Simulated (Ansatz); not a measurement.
## MgS: trigonal deformation path

Theory: Ansatz 0.2.0, DFT PBE, scalar-relativistic, plane waves, PAW. Cutoff 420 eV, Γ-centred 8×8×8 k-points, Gaussian smearing of 0.05 eV. No spin polarisation. Energies are free energies at this smearing, counted from the undisturbed cell; pressure is positive in compression.

The starting cell (as given, not relaxed at this level; it stands at 1.2 GPa):

```
Mg S
1.0
     0.00000    2.60165    2.60165
     2.60165    0.00000    2.60165
     2.60165    2.60165    0.00000
Mg S
1 1
Direct
  0.00000 0.00000 0.00000
  0.50000 0.50000 0.50000
```

At fixed volume and fractional coordinates, lengths along (0.577, 0.577, 0.577) are scaled against those across it; ρ is that ratio over its starting value. At ρ = 0.500 the cell becomes cubic (Pm-3m), and there the slope of the energy vanishes by symmetry.

| ρ | ΔE (meV/atom) | pressure (GPa) | gap on the mesh (eV) |
| --- | --- | --- | --- |
| 0.500 | 618.4 | -0.2 | 0.00 |
| 0.600 | 539.3 | 0.6 | 0.07 |
| 0.710 | 328.2 | 1.1 | 0.64 |
| 0.850 | 92.0 | 1.2 | 1.64 |
| 0.930 | ? | 1.2 | ? |
| 1.000 | 0.0 | 1.2 | 2.79 |
| 1.080 | 25.2 | 1.2 | 2.43 |
| 1.200 | 152.4 | ? | ? |
| 1.410 | 594.5 | 2.4 | 0.00 |
| 1.700 | ? | 3.4 | 0.00 |
| 2.000 | 1587.4 | 4.0 | 0.00 |

Where the gap reads zero the k-mesh, chosen for the insulator, is on the coarse side.

Q: Give the withheld values.

A: ΔE (meV/atom) at ρ = 0.930: 19.9; gap on the mesh (eV) at ρ = 0.930: 2.30; pressure (GPa) at ρ = 1.200: 1.3; gap on the mesh (eV) at ρ = 1.200: 1.65; ΔE (meV/atom) at ρ = 1.700: 1224.8.

Cost: 11 runs of about 0.25 core-minutes in all, on Arm Neoverse V2 (shared hosts).